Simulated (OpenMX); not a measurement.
The system is Zn.

```xyz
2
Lattice="2.6700 0.0000 0.0000 -1.3350 2.3123 0.0000 0.0000 0.0000 4.9660" Properties=species:S:1:pos:R:3 pbc="T T T"
Zn    1.3350    0.7708    3.7245
Zn    0.0000    1.5415    1.2415
```

Base run:

| Property | Result |
| --- | --- |
| Program | OpenMX 3.8.5 |
| Functional | PBE |
| Potentials or basis | OpenMX 2013 PBE set, Zn6.0H-s3p2d2f1, grid cutoff 500 Ry |
| k mesh | 11 × 11 × 7 |
| Occupations | fermi-dirac, width 0.05 eV |
| Spin | no spin polarisation |

Its results: pressure 0.6 GPa; largest force 0.006 eV/Å.

Problem. The run is repeated on the same cell with these changes: potentials or basis from OpenMX 2013 PBE set, Zn6.0H-s3p2d2f1, grid cutoff 500 Ry to OpenMX 2013 PBE set, Zn6.0H-s2p2d1, grid cutoff 500 Ry. What comes out?

Solution. Pressure 3.0 GPa; largest force 0.005 eV/Å.

Caveats: the basis of atomic orbitals isn't converged, which shifts pressures, moduli and gaps; the transition metal has a single d function, too few for pressures, volumes and moments (some runs).
